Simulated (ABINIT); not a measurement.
# Co in ABINIT: convergence with cutoff

Co:

```
CELL_PARAMETERS angstrom
2.47200 0.00000 0.00000
-1.23600 2.14081 0.00000
0.00000 0.00000 4.02114
ATOMIC_POSITIONS crystal
Co 0.66667 0.33333 0.75000
Co 0.33333 0.66667 0.25000
```

```yaml
Program: ABINIT 10.8.3 (patched build)
Task: single point
Functional: PBE
Potentials_or_basis: JTH PAW PBE v2.0
Cutoff: 286 eV
k_mesh: 10 × 10 × 6
Occupations: gaussian, width 0.1 eV
Spin: collinear spin, ferromagnetic start
Starting_moments: "[2.0, 2.0] μB"
```

These are the settings of the first run; the series varies cutoff, with any setting tied to it.

Hardware: 1 thread of Arm Neoverse V1, with other jobs on the host.

```
 cutoff  energy less the tightest run, at zero smearing (meV/atom)  SCF cycles  CPU time (s)  peak memory (GiB)
10.5 Ha                                                     924.69          16            31               0.13
  13 Ha                                                     298.17          17            38               0.14
15.5 Ha                                                     245.27          16            49               0.14
  18 Ha                                                     127.37          15            53               0.15
  22 Ha                                                      23.92          16            72               0.16
  26 Ha                                                      14.28          17           100               0.17
  30 Ha                                                       9.10          16           120               0.18
  35 Ha                                                       1.39          16           160               0.21
41.5 Ha                                                       0.00          17           220               0.23
```

Not settled before the last step: the energy (to 1 meV/atom). The tightest run that finished is the yardstick and may itself not be fully converged.
